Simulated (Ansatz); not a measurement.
# How far PBE and PBEsol part for NaCl, Cl → F

The reference is NaCl in the rock salt structure (space group Fm-3m, No. 225; a = 5.6958 Å).

(Cell as relaxed with PBE.)

Levels (all Ansatz, a program for electronic structure, PAW): PBE (420 eV, no spin-orbit coupling); PBEsol (420 eV, scalar-relativistic without spin-orbit coupling).

Each level relaxes its own structure.

| base | PBE | PBEsol |
|---|---|---|
| volume per atom | 23.10 Å³ | 21.98 Å³ |
| lattice parameter a | 5.696 Å | 5.602 Å |
| band gap | 5.00 eV | 5.01 eV |

One thing is altered: F takes the place of Cl on all its sites, then cell and atoms are relaxed.

```csv
quantity,PBE,PBEsol
band gap,6.09 eV,6.20 eV
lattice parameter a,4.701 Å,4.629 Å
shift of the gap caused by the change,+1.09 eV,+1.19 eV
```

PBE's band gap lies 0.11 eV below PBEsol's; PBE's lattice parameter a lies 0.072 Å above PBEsol's (1.6 %); PBE's shift of the gap caused by the change lies 0.10 eV below PBEsol's. Neither level is exact; PBEsol is the comparison here, not a measurement.

No phonon test of stability was made.
